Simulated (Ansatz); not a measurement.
**SnO2, one structure, two calculations**

Cell: a Materials Project structure (computed, not necessarily an observed phase).

Space group Pbcn (No. 60); a = 4.7351, b = 5.7509, c = 5.2471 Å.

```csv
site,Wyckoff,site symmetry,x,y,z
Sn,4c,.2.,0.5000,0.6654,0.7500
O,8d,1,0.7303,0.6071,0.0786
```

One atom of each set is listed.

First run. Level of theory: DFT, PBE, plane waves and PAW, scalar-relativistic, 420 eV cutoff, Γ-centred 5×4×5 k-points, Fermi–Dirac smearing 0.02 eV (Ansatz 0.2.0).

```json
{"site": "Sn", "V_zz (10²¹ V/m²)": "-2.79", "η": "0.64"}
{"site": "O", "V_zz (10²¹ V/m²)": "-10.56", "η": "0.42"}
```

Second run. The same atoms and settings, except that the functional is r2SCAN and the cutoff is 500 eV.

Q: Given the first result, estimate the second.

A: 

```tsv
site	V_zz	η	change of V_zz
Sn	-2.76	0.61	+0.03
O	-10.35	0.41	+0.21
```

The largest change of V_zz is on O, from -10.56 to -10.35. In per cent, |V_zz| changes by -1 on Sn, -2 on O (all sites that start above 0.5). Isomer shifts (Sn against SnO₂, from the density at the nucleus and a line fitted to measured compounds for each functional; the lines scatter by about 0.1 mm/s, so smaller changes between functionals mean little): Sn 0.01 → 0.01 mm/s.

Without spin–orbit coupling (the program notes it for Sn) the gradients are little affected as a rule: paired runs on crystals with a gap mostly move them by under 2 % at such atoms.
For the first run: At this cell the PBE pressure is 7 GPa, so with PBE the cell would grow if it were relaxed. The entry's cell may itself be off.
For the second run: With these PAW files V_zz is typically within 2 to 3 % of all-electron values, but misses above 10 % occur on Sn.
